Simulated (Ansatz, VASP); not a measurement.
**One calculation of WC (Qusongite), two programs**

```
W C
1.0
     2.90650    0.00000    0.00000
    -1.45325    2.51710    0.00000
     0.00000    0.00000    2.83660
W C
1 1
Cartesian
  0.0000 0.0000 0.0000
  1.4533 0.8390 1.4183
```

Alike in both runs: functional RPBE; k mesh 10 × 10 × 9; occupations fermi-dirac, width 0.05 eV; no spin polarisation.

|  | VASP | Ansatz |
| --- | --- | --- |
| version | VASP 6.6.1 | Ansatz 0.2.0 |
| potentials or method | VASP PAW PBE potentials, release 64 (W_sv, C), cutoff 520 eV | all-electron LAPW, scalar-relativistic |
| task | single point | band structure |

```tsv
	VASP	Ansatz	Ansatz less VASP
gap on the k mesh at the Fermi level (eV)	none	none	-
pressure (GPa)	11.1	10.1	-0.97
largest component of the traceless stress (GPa)	0.04	0.21	+0.170
```

A gap of «none» marks a metal or a gap that the smearing closes. Ansatz ran all-electron here, so the differences hold the error of VASP's frozen core and of both bases.

Caveats: the PAW data sets were made with another functional, which shifts forces and pressure a little (VASP); spin-orbit coupling is left out, which moves the levels of the heavy elements (Ansatz). The runs have no spin-orbit coupling, so splittings on W are missing.
